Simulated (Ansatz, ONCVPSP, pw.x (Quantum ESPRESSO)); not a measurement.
pw.x on fcc Zr: one setting changed

Potential: optimised norm-conserving Vanderbilt (ONCV), ONCVPSP 4.0.1.1 (patched build), PBE; core [Kr], reference 4d2 5s2; waves: 5s: rc 3.56 bohr, ncon 4, nbas 7, qcut 2 1/bohr, 2 projectors, debl 3.1 Ha; p scattering state at 0.09 Ha: rc 3.72 bohr, ncon 3, nbas 6, qcut 2.1 1/bohr, 2 projectors, debl 1.3 Ha; 4d: rc 2.02 bohr, ncon 4, nbas 6, qcut 4.4 1/bohr, 3 projectors, debl 2.4 Ha; local part: polynomial inside 1.92 bohr (lpopt 5, dvloc0 4 Ha); core correction: none. In the p channel the program set the typed energies aside and used 0.050, 1.350 Ha.

The reference run (k-mesh 13³, cutoffs 70/280 Ry, Fermi–Dirac 0.01 Ry, mixing_beta 0.4, conv_thr 1e-9, no spin) gives 1.28 GPa at 23.229 Å³/atom, where all-electron LAPW gives 0.31 GPa. This run, with its own iteration cap, changes k-mesh points per axis to 1, a wrong or extreme entry chosen on purpose.

```
&control
  calculation='scf', prefix='x', pseudo_dir='./', outdir='./tmp', tstress=.true., disk_io='none'
/
&system
  ibrav=0, nat=1, ntyp=1, ecutwfc=70, ecutrho=280, nbnd=9,
  occupations='smearing', smearing='fd', degauss=0.01
/
&electrons
  conv_thr=1e-09, mixing_beta=0.4, electron_maxstep=70
/
ATOMIC_SPECIES
Zr 1.0 Zr.UPF
CELL_PARAMETERS angstrom
  0.00000000 2.26464521 2.26464521
  2.26464521 0.00000000 2.26464521
  2.26464521 2.26464521 0.00000000
ATOMIC_POSITIONS crystal
Zr 0.0000 0.0000 0.0000
K_POINTS automatic
1 1 1 0 0 0
```

```bash
pw.x < Zr.scf.in > Zr.scf.out
```

Q: How does the run end?

A: It converges in 12 iterations; the free energy moves by -3.49 eV/atom and the pressure by +14.61 GPa. The result is not a property of the crystal.

```
Message from routine setup:
     using ibrav=0 with symmetry is DISCOURAGED, use correct ibrav instead
     lattice parameter (alat)  =       6.0522  a.u.
     unit-cell volume          =     156.7571 (a.u.)^3
     number of electrons       =         4.00
     number of Kohn-Sham states=            9
     kinetic-energy cutoff     =      70.0000  Ry
     charge density cutoff     =     280.0000  Ry
     scf convergence threshold =      1.0E-09
     Exchange-correlation= PBE
     number of k points=     1  Fermi-Dirac smearing, width (Ry)=  0.0100
     iteration #  1     ecut=    70.00 Ry     beta= 0.40
     total energy              =      -6.29527670 Ry
     estimated scf accuracy    <       0.01359884 Ry
     iteration #  2     ecut=    70.00 Ry     beta= 0.40
     total energy              =      -6.31211540 Ry
     estimated scf accuracy    <       0.00485284 Ry
     iteration #  3     ecut=    70.00 Ry     beta= 0.40
     total energy              =      -6.31292201 Ry
     estimated scf accuracy    <       0.00005495 Ry
     [... 6 iterations left out ...]
     iteration # 10     ecut=    70.00 Ry     beta= 0.40
     total energy              =      -6.31296198 Ry
     estimated scf accuracy    <       0.00000001 Ry
     iteration # 11     ecut=    70.00 Ry     beta= 0.40
     total energy              =      -6.31296198 Ry
     estimated scf accuracy    <          6.2E-09 Ry
     iteration # 12     ecut=    70.00 Ry     beta= 0.40
     the Fermi energy is     8.8605 ev
!    total energy              =      -6.31296198 Ry
     estimated scf accuracy    <          3.7E-10 Ry
     smearing contrib. (-TS)   =      -0.03819085 Ry
     The total energy is F=E-TS. E is the sum of the following terms:
     one-electron contribution =       4.41149639 Ry
     hartree contribution      =       0.06098988 Ry
     xc contribution           =      -2.17653907 Ry
     ewald contribution        =      -8.57071832 Ry
     convergence has been achieved in  12 iterations
          total   stress  (Ry/bohr**3)                   (kbar)     P=      158.87
     Message from routine punch:
     Nothing written, as per user request (disk_io='none')
```

The run took about 1.3 s on one core of a shared host (Neoverse-N1, 64 threads, 124 GiB, load 51).
